**Q:** I have PBEsol results for zincblende AlN between slight stretching and a pressure of 40 GPa, and two things puzzle me. Compression packs the charged atoms more densely, yet the relaxed dielectric constant falls. And both optical frequencies climb steeply, while the distance between them seems to stay where it was. What is going on?

Zincblende AlN (10.49 Å³ per atom at rest), calculated with Ansatz 0.2.0 using PBEsol, scalar-relativistic plane-wave PAW, no spin polarisation, a 420 eV cutoff and a 10×10×10 k mesh. Frequencies are for zone-centre optical modes from linear response; the lowest leaves out the long-range electric field, the highest longitudinal one includes it.

| volume per atom (Å³) | applied pressure (GPa) | volume over rest | lowest phonon frequency (cm⁻¹) | highest longitudinal frequency (cm⁻¹) | dielectric clamped | dielectric relaxed | Born charge first Al (e) |
| --- | --- | --- | --- | --- | --- | --- | --- |
| 9.03 | 40 | none | 797.4 | 1030.8 | 4.43 | 7.40 | 2.53 |
| 9.16 | 35 | none | 781.7 | 1015.1 | 4.45 | 7.50 | 2.53 |
| 9.31 | 30 | none | 765.4 | 998.9 | 4.46 | 7.60 | 2.53 |
| 9.63 | 20 | none | 730.5 | 963.9 | 4.51 | 7.85 | 2.54 |
| 9.71 | 18 | none | 723.2 | 956.5 | 4.52 | 7.91 | 2.54 |
| 9.78 | 16 | none | 715.6 | 948.9 | 4.53 | 7.96 | 2.54 |
| 10.06 | 9 | none | 687.9 | 921.0 | 4.57 | 8.20 | 2.54 |
| 10.15 | 7 | none | 679.6 | 912.5 | 4.59 | 8.27 | 2.54 |
| 10.19 | 6 | none | 675.3 | 908.1 | 4.59 | 8.31 | 2.54 |
| 10.28 | n/a | 0.98 | 667.5 | 900.2 | 4.61 | 8.38 | 2.54 |
| 10.38 | 2 | none | 657.7 | 890.3 | 4.63 | 8.48 | 2.55 |
| 10.43 | 1 | none | 653.1 | 885.6 | 4.64 | 8.53 | 2.55 |
| 10.49 | 0 | none | 648.5 | 880.9 | 4.65 | 8.57 | 2.55 |
| 10.54 | n/a | none | 643.8 | 876.1 | 4.66 | 8.62 | 2.55 |
| 10.65 | n/a | none | 634.2 | 866.3 | 4.68 | 8.73 | 2.55 |
| 10.70 | n/a | 1.02 | 630.1 | 862.2 | 4.68 | 8.77 | 2.55 |

**A:** First we need to know what the two frequencies are. The column "lowest phonon frequency" holds the transverse optical mode, TO for short: all Al atoms move against all N atoms, at right angles to the direction in which the wave travels. The "highest longitudinal frequency", LO, belongs to the same relative motion along that direction, where it builds up an electric field through the crystal. Without that field, all the optical modes here would have the same frequency; the field lifts LO above TO. Between TO and LO the crystal reflects infrared light strongly, so their distance is roughly the width of a reflection band.

Now follow two rows, the crystal at rest (10.49 Å³ an atom) and the one at 40 GPa (9.03 Å³). TO rises by 23 %, but LO minus TO only goes from 232.4 to 233.4 cm⁻¹. The reflection band moves up as a whole and keeps its width, and over all rows that width varies by less than 1 %.

**Q:** Some rows have no pressure. Can I compare them with the others?

**A:** Yes. The rows at 10.54 and 10.65 Å³ are stretched crystals, at −1 and −3 GPa, and those at 10.28 and 10.70 Å³ were made by scaling the volume. They have the same structure and the same kind of insulating electronic state as the rest. If you read the table by volume instead of by pressure, they fall into line.

**Q:** Then why does TO rise so much?

**A:** Because the bonds get stiffer. The masses don't change, so the restoring force per displacement goes as the square of the frequency. Between our two rows the bonds shorten by 4.9 %, and this force grows by 51 %.

The reason comes from the general theory of bonding. When neighbouring atoms are pushed together, the repulsion between their electron clouds grows more and more steeply. The energy curve around the equilibrium position becomes narrower, and a small displacement costs more. The table shows the stiffening, but it doesn't separate this repulsion from the other forces in the bond.

**Q:** Can I put that into one number that I can use?

**A:** Use the mode Grüneisen parameter $\gamma$, which says by how many per cent the frequency rises when the volume shrinks by one per cent. The two rows with scaled volumes lie on either side of rest and give

$$\gamma=\frac{\ln(667.5/630.1)}{\ln(10.70/10.28)}\approx 1.44 .$$

If $\gamma$ stayed constant, TO at 40 GPa would be $648.5\times(10.49/9.03)^{1.44}\approx 805$ cm⁻¹. The table has 797 cm⁻¹, a row that played no part in finding $\gamma$. The estimate is 1 % too high in the frequency, or 5 % too high in the rise from rest.

The miss has a direction: between 30 and 40 GPa, $\gamma$ is only 1.33. If the frequency is instead taken to grow exponentially as the bond shortens, with the same slope at rest, the estimate at 40 GPa drops to about 800 cm⁻¹. That is closer, and it suits the picture of overlapping electron clouds, but such a small difference doesn't prove the picture.

**Q:** When I plot TO against pressure, though, the curve flattens. It gains 4.2 cm⁻¹ per GPa between 6 and 9 GPa, and only 3.2 between 30 and 40 GPa. Are the bonds running out of stiffness?

**A:** No, the crystal is running out of willingness to shrink. Count the gain per volume removed and it goes the other way, from 95 to 114 cm⁻¹ for each Å³ an atom. Elastic calculations on the same crystals show why: the bulk modulus, the resistance to uniform compression, rises by 44 % between 7 and 35 GPa. Each further GPa therefore removes less volume. If you wanted to read pressure from this line, a straight calibration made near rest would give too low a pressure at the upper end.

**Q:** Good. But if the bonds stiffen so much, why doesn't the distance between LO and TO grow as well?

**A:** Look at what sets LO apart. Let the two kinds of atom move against each other by $u$. Each cell then gains a dipole $Zeu$, where $Z$ is the Born charge, the charge that effectively moves with the atom. In the longitudinal wave these dipoles create a field $-4\pi Zeu/(\varepsilon V)$, in Gaussian units. Here $V$ is the volume of the two-atom cell, and $\varepsilon$ is the clamped dielectric constant, the screening by the electrons while the atoms stand still.

This field pulls the atoms back and so adds to the restoring force. With the reduced mass $\mu$ of the Al–N pair and angular frequencies $\omega$, one gets

$$\omega_\mathrm{LO}^2-\omega_\mathrm{TO}^2=\frac{4\pi Z^2e^2}{\varepsilon\,\mu V}.$$

The calculation obtains LO in just this way, so the formula's agreement with the table is no test of it. Its use is to show which quantity does what.

**Q:** And what does each do under pressure?

**A:** The right-hand side, which I'll call the field term, grows by 20 % from rest to 40 GPa. Most of that is density: the smaller cell alone would give 16 %. The electrons also screen a little less, which adds about 5 %, and the slightly smaller Born charge takes back less than 2 %.

**Q:** So the field term does grow. Why don't I see it in the distance?

**A:** Because the field term is a difference of squares, and you are looking at a difference of frequencies. Divide one by the other:

$$\omega_\mathrm{LO}-\omega_\mathrm{TO}=\frac{\omega_\mathrm{LO}^2-\omega_\mathrm{TO}^2}{\omega_\mathrm{LO}+\omega_\mathrm{TO}}.$$

The numerator grows by 20 %. The sum below it goes from $880.9+648.5$ to $1030.8+797.4$ cm⁻¹, which is also a growth of nearly 20 %. The quotient stays put.

You can see the two influences separately by letting only one of them act. If the bonds stiffened but the field term kept its value at rest, the distance at 40 GPa would shrink to 198 cm⁻¹, because a given extra force matters less to an already stiff spring. If only the field term grew, the distance would widen to 272 cm⁻¹. The steady width hides two changes of more than 30 cm⁻¹ in opposite directions.

**Q:** Is that balance a law of nature, or does it just happen here?

**A:** It just happens here. Nothing in the formula ties the stiffening of the bonds to the growth of the field term. In a crystal with the same frequencies at rest and the same growth of the field term, but bonds that stiffen less, the distance would widen under pressure; with bonds that stiffen more, it would shrink. To judge another case, compare the percentage growth of the field term with that of LO plus TO.

**Q:** That leaves the relaxed dielectric constant. More dipoles in each cubic ångström ought to raise it.

**A:** They would, if the atoms moved as easily as before. The relaxed constant describes a slow electric field, which the atoms have time to follow. Its excess over the clamped constant is the ionic part. A field $E$ shifts the atoms by $u=ZeE/(\mu\omega_\mathrm{TO}^2)$, and the resulting dipoles, counted per volume, contribute

$$\varepsilon_\mathrm{ionic}=\frac{4\pi Z^2e^2}{\mu V\omega_\mathrm{TO}^2}.$$

So there is a contest between density, through $1/V$, and stiffness, through $1/\omega_\mathrm{TO}^2$. Had TO stayed at its value at rest, the ionic part would have risen from 3.92 to 4.49 at 40 GPa, as you expected. In the table it falls to 2.97. The charges are packed more densely, but each is held so much more firmly that the crystal as a whole responds less.

**Q:** Could I have estimated that from the behaviour near rest?

**A:** Yes. Treat the Born charge as constant and let TO follow the volume with our $\gamma$. Then $1/V$ and $1/\omega_\mathrm{TO}^2$ combine to

$$\varepsilon_\mathrm{ionic}\propto V^{\,2\gamma-1}.$$

With $\gamma=1.44$ the power is 1.88, so the estimate for 40 GPa is $3.92\times(9.03/10.49)^{1.88}\approx 2.96$.

That is closer to 2.97 than the estimate deserves. A constant $\gamma$ makes the bonds too stiff at 40 GPa and so pushes the result down by about 2 %. Ignoring the fall of the Born charge pushes it up by nearly as much. What you can carry to a similar crystal is the sign of the power: as long as the Born charge hardly changes, the ionic part falls under compression whenever $\gamma$ exceeds one half.

**Q:** Is the ionic part the whole story of the relaxed constant?

**A:** It makes up about four fifths of the fall. The rest is the clamped constant, which slips from 4.65 to 4.43. That too runs against the density, so the electrons of each cell must have become harder to polarise. A likely explanation is that shorter bonds push filled and empty electron states further apart on average, so that a field mixes them less.

Don't look for this in a single band gap. The smallest gap, an indirect one, widens by less than a tenth of an eV between our two rows. The smallest direct gap on the k mesh widens by more than 1 eV, but it nearly stops doing so above 30 GPa, while the clamped constant keeps falling. The average separation that matters was not calculated, so here the explanation rests on theory. And where the clamped constant seems to stand still between neighbouring rows, as at 10.65 and 10.70 Å³, that is only rounding: with another digit it goes from 4.676 to 4.685.

**Q:** Suppose I have a real AlN component under load. May I use these numbers?

**A:** Use the reasoning more freely than the numbers. AlN normally crystallises in the wurtzite structure, and experiments find it going over to the rocksalt structure well below 40 GPa. The calculation started from the zincblende form and kept its symmetry, so the table doesn't say which structure is the stable one. The values also hold for uniform compression at zero temperature, without the zero-point motion of the atoms. And PBEsol usually makes the clamped constant somewhat too large, which affects the distance between LO and TO directly.

For your component, then, I'd ask two questions, and ask them separately along and across the wurtzite axis, because the modes differ there. How fast does the transverse mode harden as the volume shrinks? And does the field term keep pace with the sum of LO and TO? As long as the Born charge hardly changes, the first answer tells you where the ionic part of the dielectric constant is heading. The second tells you whether the reflection band changes its width.
